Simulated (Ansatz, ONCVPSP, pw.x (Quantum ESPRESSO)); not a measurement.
**What a changed setting does to a pw.x run (fcc Cl)**

Potential: optimised norm-conserving Vanderbilt (ONCV), ONCVPSP 4.0.1.1 (patched build), PBE; core [Ne], reference 3s2 3p5; waves: 3s: rc 1.20 bohr, ncon 5, nbas 10, qcut 5.3 1/bohr, local; 3p: rc 1.25 bohr, ncon 4, nbas 7, qcut 7.3 1/bohr, 2 projectors, debl 0.8 Ha; d scattering state at 0.35 Ha: rc 1.35 bohr, ncon 3, nbas 6, qcut 6.1 1/bohr, 2 projectors, debl 1.6 Ha; local part: the s channel; core correction: none.

The reference run (k-mesh 13³, cutoffs 135/540 Ry, Fermi–Dirac 0.01 Ry, mixing_beta 0.4, conv_thr 1e-9, no spin) gives -0.10 GPa at 21.767 Å³/atom, where all-electron LAPW gives -0.06 GPa. This run, with its own iteration cap, changes degauss to 0.005.

```
&control
  calculation='scf', prefix='x', pseudo_dir='./', outdir='./tmp', tstress=.true., disk_io='none'
/
&system
  ibrav=0, nat=1, ntyp=1, ecutwfc=135, ecutrho=540, nbnd=11,
  occupations='smearing', smearing='fd', degauss=0.005
/
&electrons
  conv_thr=1e-09, mixing_beta=0.4, electron_maxstep=60
/
ATOMIC_SPECIES
Cl 1.0 Cl.UPF
CELL_PARAMETERS angstrom
  0.00000000 2.21610089 2.21610089
  2.21610089 0.00000000 2.21610089
  2.21610089 2.21610089 0.00000000
ATOMIC_POSITIONS crystal
Cl 0.0000 0.0000 0.0000
K_POINTS automatic
13 13 13 0 0 0
```

```bash
pw.x < Cl.scf.in > Cl.scf.out
```

Question: How does the run end?

Answer: It converges in 5 iterations; the free energy moves by +44.2 meV/atom and the pressure by -0.53 GPa. In a metal, with Fermi–Dirac smearing, F lies below its zero-width value by a term in the square of the width.

```
Message from routine setup:
     using ibrav=0 with symmetry is DISCOURAGED, use correct ibrav instead
     lattice parameter (alat)  =       5.9225  a.u.
     unit-cell volume          =     146.8910 (a.u.)^3
     number of electrons       =         7.00
     number of Kohn-Sham states=           11
     kinetic-energy cutoff     =     135.0000  Ry
     charge density cutoff     =     540.0000  Ry
     scf convergence threshold =      1.0E-09
     Exchange-correlation= PBE
     number of k points=    84  Fermi-Dirac smearing, width (Ry)=  0.0050
     iteration #  1     ecut=   135.00 Ry     beta= 0.40
     c_bands:  1 eigenvalues not converged
     c_bands:  1 eigenvalues not converged
     c_bands:  1 eigenvalues not converged
     [... 7 repeated lines left out ...]
     total energy              =     -29.90545091 Ry
     estimated scf accuracy    <       0.00021488 Ry
     iteration #  2     ecut=   135.00 Ry     beta= 0.40
     total energy              =     -29.90546888 Ry
     estimated scf accuracy    <       0.00003792 Ry
     iteration #  3     ecut=   135.00 Ry     beta= 0.40
     total energy              =     -29.90547769 Ry
     estimated scf accuracy    <       0.00000149 Ry
     iteration #  4     ecut=   135.00 Ry     beta= 0.40
     total energy              =     -29.90547822 Ry
     estimated scf accuracy    <          5.3E-09 Ry
     iteration #  5     ecut=   135.00 Ry     beta= 0.40
     the Fermi energy is     2.8128 ev
!    total energy              =     -29.90547826 Ry
     estimated scf accuracy    <          8.1E-10 Ry
     smearing contrib. (-TS)   =      -0.00226043 Ry
     The total energy is F=E-TS. E is the sum of the following terms:
     one-electron contribution =      -0.97617279 Ry
     hartree contribution      =       3.57124655 Ry
     xc contribution           =      -5.67550065 Ry
     ewald contribution        =     -26.82279093 Ry
     convergence has been achieved in   5 iterations
          total   stress  (Ry/bohr**3)                   (kbar)     P=       -6.30
     Message from routine punch:
     Nothing written, as per user request (disk_io='none')
```

The run took about 1.8 min on one core of a shared host (Neoverse-N1, 64 threads, 124 GiB, load 56).
